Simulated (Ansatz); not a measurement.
# Cu2O (Cuprite): the cost of one run

Method: DFT r²SCAN, scalar-relativistic, plane waves, PAW, in Ansatz 0.2.0.

The COD entry's cell or inner coordinates are ideal or old and differ from later refinements, so a difference from it is no clean test against experiment.

**1. Starting point**

It takes space group Pn-3m (No. 224, cubic). The conventional cell has a = 4.246 Å, b = 4.246 Å, c = 4.246 Å, α = 90.00°, β = 90.00°, γ = 90.00°. Around Cu (site symmetry -3m) lie 2 O at 1.84 Å. Around O (site symmetry -43m) lie 4 Cu at 1.84 Å.

As a file:

```xyz
6
Lattice="4.2457 0.0000 0.0000 0.0000 4.2457 0.0000 0.0000 0.0000 4.2457" Properties=species:S:1:pos:R:3 pbc="T T T"
Cu    1.0614    1.0614    1.0614
Cu    1.0614    3.1843    3.1843
Cu    3.1843    3.1843    1.0614
Cu    3.1843    1.0614    3.1843
O     0.0000    0.0000    0.0000
O     2.1228    2.1228    2.1228
```

An earlier run at r²SCAN left this cell at 12.755 Å³/atom and 0.00 GPa (8×8×8 mesh).

**2. Field gradients and densities at the nuclei**

Input file input.yaml:

```yaml
crystal:
  lattice:
    - [4.2456701387, 0.0, 0.0]
    - [0.0, 4.2456701387, 0.0]
    - [0.0, 0.0, 4.2456701387]
  atoms:
    - { symbol: Cu, position: [0.25, 0.25, 0.25] }
    - { symbol: Cu, position: [0.25, 0.75, 0.75] }
    - { symbol: Cu, position: [0.75, 0.75, 0.25] }
    - { symbol: Cu, position: [0.75, 0.25, 0.75] }
    - { symbol: O, position: [0.0, 0.0, 0.0] }
    - { symbol: O, position: [0.5, 0.5, 0.5] }
basis:
  ecutwfc: 500
  ecutrho_ratio: 4
kpoints:
  mp_grid: { grid: [8, 8, 8] }
hamiltonian:
  xc: r2scan
scf:
  occupations: { method: gaussian, width: 0.05 }
output:
  forces: true
  stress: true
  eigenvalues: true
  efg:
    contact_densities: true
    quadrupole_moments_barn: { O: -0.02558, Cu: -0.22 }
```

Run with:

```console
> ansatz run input.yaml --threads 4 --pin off --max-ram 10240MiB --backend cpu --events-out ev --progress --plain --runs-dir out
```

**Question.** How long does this run take on 4 threads of Arm Neoverse V2, shared host, and how much memory does it need?

About 4.7 s, with a peak of 0.6 GiB.
